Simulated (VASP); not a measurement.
# Hf: drag along a line

Hf, slab, 13 atoms in the cell. PBE, constrained relaxations along a path; PAW potentials Hf_pv (PBE set).

Path: drag along a line, Hf hops from a hollow site to the next hollow site of Hf(100).

## Input

INCAR:
```
PREC = Normal
ENCUT = 250
EDIFF = 1E-6
ISMEAR = 1
SIGMA = 0.1
LREAL = False
LASPH = True
NELM = 100
ALGO = Normal
LWAVE = False
LCHARG = False
IBRION = 2
NSW = 60
ISIF = 2
EDIFFG = -0.03
POTIM = 0.5
KPAR = 2
```

KPOINTS:
```
k-points
0
Gamma
  2 2 1
```

POSCAR.step1:
```
Hf
1.0
    7.2200000000      0.0000000000      0.0000000000
    0.0000000000      7.2200000000      0.0000000000
    0.0000000000      0.0000000000     18.7800000000
Hf
13
Selective dynamics
Direct
    0.0000000000      0.0000000000      0.3194888179  F F F
    0.5000000000      0.0000000000      0.3194888179  F F F
    0.0000000000      0.5000000000      0.3194888179  F F F
    0.5000000000      0.5000000000      0.3194888179  F F F
    0.2500000000      0.2500000000      0.4156017039  T T T
    0.7500000000      0.2500000000      0.4156017039  T T T
    0.2500000000      0.7500000000      0.4156017039  T T T
    0.7500000000      0.7500000000      0.4156017039  T T T
    0.0000000000      0.0000000000      0.5117145900  T T T
    0.5000000000      0.0000000000      0.5117145900  T T T
    0.0000000000      0.5000000000      0.5117145900  T T T
    0.5000000000      0.5000000000      0.5117145900  T T T
    0.2500000000      0.2500000000      0.6337080342  F T T
```

POSCAR.step2:
```
Hf
1.0
    7.2200000000      0.0000000000      0.0000000000
    0.0000000000      7.2200000000      0.0000000000
    0.0000000000      0.0000000000     18.7800000000
Hf
13
Selective dynamics
Direct
    0.0000000000      0.0000000000      0.3194888179  F F F
    0.5000000000      0.0000000000      0.3194888179  F F F
    0.0000000000      0.5000000000      0.3194888179  F F F
    0.5000000000      0.5000000000      0.3194888179  F F F
    0.2500000000      0.2500000000      0.4156017039  T T T
    0.7500000000      0.2500000000      0.4156017039  T T T
    0.2500000000      0.7500000000      0.4156017039  T T T
    0.7500000000      0.7500000000      0.4156017039  T T T
    0.0000000000      0.0000000000      0.5117145900  T T T
    0.5000000000      0.0000000000      0.5117145900  T T T
    0.0000000000      0.5000000000      0.5117145900  T T T
    0.5000000000      0.5000000000      0.5117145900  T T T
    0.1500000000      0.2500000000      0.6337080342  F T T
```

POSCAR.step3:
```
Hf
1.0
    7.2200000000      0.0000000000      0.0000000000
    0.0000000000      7.2200000000      0.0000000000
    0.0000000000      0.0000000000     18.7800000000
Hf
13
Selective dynamics
Direct
    0.0000000000      0.0000000000      0.3194888179  F F F
    0.5000000000      0.0000000000      0.3194888179  F F F
    0.0000000000      0.5000000000      0.3194888179  F F F
    0.5000000000      0.5000000000      0.3194888179  F F F
    0.2500000000      0.2500000000      0.4156017039  T T T
    0.7500000000      0.2500000000      0.4156017039  T T T
    0.2500000000      0.7500000000      0.4156017039  T T T
    0.7500000000      0.7500000000      0.4156017039  T T T
    0.0000000000      0.0000000000      0.5117145900  T T T
    0.5000000000      0.0000000000      0.5117145900  T T T
    0.0000000000      0.5000000000      0.5117145900  T T T
    0.5000000000      0.5000000000      0.5117145900  T T T
    0.0750000000      0.2500000000      0.6337080342  F T T
```

POSCAR.step4:
```
Hf
1.0
    7.2200000000      0.0000000000      0.0000000000
    0.0000000000      7.2200000000      0.0000000000
    0.0000000000      0.0000000000     18.7800000000
Hf
13
Selective dynamics
Direct
    0.0000000000      0.0000000000      0.3194888179  F F F
    0.5000000000      0.0000000000      0.3194888179  F F F
    0.0000000000      0.5000000000      0.3194888179  F F F
    0.5000000000      0.5000000000      0.3194888179  F F F
    0.2500000000      0.2500000000      0.4156017039  T T T
    0.7500000000      0.2500000000      0.4156017039  T T T
    0.2500000000      0.7500000000      0.4156017039  T T T
    0.7500000000      0.7500000000      0.4156017039  T T T
    0.0000000000      0.0000000000      0.5117145900  T T T
    0.5000000000      0.0000000000      0.5117145900  T T T
    0.0000000000      0.5000000000      0.5117145900  T T T
    0.5000000000      0.5000000000      0.5117145900  T T T
    0.0000000000      0.2500000000      0.6337080342  F T T
```

POSCAR.step5:
```
Hf
1.0
    7.2200000000      0.0000000000      0.0000000000
    0.0000000000      7.2200000000      0.0000000000
    0.0000000000      0.0000000000     18.7800000000
Hf
13
Selective dynamics
Direct
    0.0000000000      0.0000000000      0.3194888179  F F F
    0.5000000000      0.0000000000      0.3194888179  F F F
    0.0000000000      0.5000000000      0.3194888179  F F F
    0.5000000000      0.5000000000      0.3194888179  F F F
    0.2500000000      0.2500000000      0.4156017039  T T T
    0.7500000000      0.2500000000      0.4156017039  T T T
    0.2500000000      0.7500000000      0.4156017039  T T T
    0.7500000000      0.7500000000      0.4156017039  T T T
    0.0000000000      0.0000000000      0.5117145900  T T T
    0.5000000000      0.0000000000      0.5117145900  T T T
    0.0000000000      0.5000000000      0.5117145900  T T T
    0.5000000000      0.5000000000      0.5117145900  T T T
   -0.0750000000      0.2500000000      0.6337080342  F T T
```

POSCAR.step6:
```
Hf
1.0
    7.2200000000      0.0000000000      0.0000000000
    0.0000000000      7.2200000000      0.0000000000
    0.0000000000      0.0000000000     18.7800000000
Hf
13
Selective dynamics
Direct
    0.0000000000      0.0000000000      0.3194888179  F F F
    0.5000000000      0.0000000000      0.3194888179  F F F
    0.0000000000      0.5000000000      0.3194888179  F F F
    0.5000000000      0.5000000000      0.3194888179  F F F
    0.2500000000      0.2500000000      0.4156017039  T T T
    0.7500000000      0.2500000000      0.4156017039  T T T
    0.2500000000      0.7500000000      0.4156017039  T T T
    0.7500000000      0.7500000000      0.4156017039  T T T
    0.0000000000      0.0000000000      0.5117145900  T T T
    0.5000000000      0.0000000000      0.5117145900  T T T
    0.0000000000      0.5000000000      0.5117145900  T T T
    0.5000000000      0.5000000000      0.5117145900  T T T
   -0.1500000000      0.2500000000      0.6337080342  F T T
```

POSCAR.step7:
```
Hf
1.0
    7.2200000000      0.0000000000      0.0000000000
    0.0000000000      7.2200000000      0.0000000000
    0.0000000000      0.0000000000     18.7800000000
Hf
13
Selective dynamics
Direct
    0.0000000000      0.0000000000      0.3194888179  F F F
    0.5000000000      0.0000000000      0.3194888179  F F F
    0.0000000000      0.5000000000      0.3194888179  F F F
    0.5000000000      0.5000000000      0.3194888179  F F F
    0.2500000000      0.2500000000      0.4156017039  T T T
    0.7500000000      0.2500000000      0.4156017039  T T T
    0.2500000000      0.7500000000      0.4156017039  T T T
    0.7500000000      0.7500000000      0.4156017039  T T T
    0.0000000000      0.0000000000      0.5117145900  T T T
    0.5000000000      0.0000000000      0.5117145900  T T T
    0.0000000000      0.5000000000      0.5117145900  T T T
    0.5000000000      0.5000000000      0.5117145900  T T T
   -0.2500000000      0.2500000000      0.6337080342  F T T
```

Commands (each step's output is kept before the next begins):
```
cat potpaw_PBE.64/Hf_pv/POTCAR > POTCAR
cp POSCAR.step1 POSCAR
mpirun -np 4 vasp_std > vasp.out
cp POSCAR.step2 POSCAR
mpirun -np 4 vasp_std > vasp.out
cp POSCAR.step3 POSCAR
mpirun -np 4 vasp_std > vasp.out
cp POSCAR.step4 POSCAR
mpirun -np 4 vasp_std > vasp.out
cp POSCAR.step5 POSCAR
mpirun -np 4 vasp_std > vasp.out
cp POSCAR.step6 POSCAR
mpirun -np 4 vasp_std > vasp.out
cp POSCAR.step7 POSCAR
mpirun -np 4 vasp_std > vasp.out
```

## Result

- Barrier (eV): 1.128
- Ionic steps, all stages: 205
- Electronic steps, all stages: 3508

Energy along the pull:

| Share of the way | Energy above the start (eV) |
|---|---|
| 0 | 0.000 |
| 0.2 | 0.329 |
| 0.35 | 0.980 |
| 0.5 | 1.128 |
| 0.65 | 0.980 |
| 0.8 | 0.329 |
| 1 | 0.000 |

The slab is body-centred cubic Hf(100), which isn't the element's stable structure, in-plane cell 7.22 × 7.22 Å, with 2 × 2 k points.

Limits: the adatom repeats in each 2 x 2 surface cell, and the slab has three layers.

VASP 6.6.1 took 8235 s on 4 cores (Intel Xeon Platinum 8375C @ 2.90GHz (Ice Lake)), a shared host.
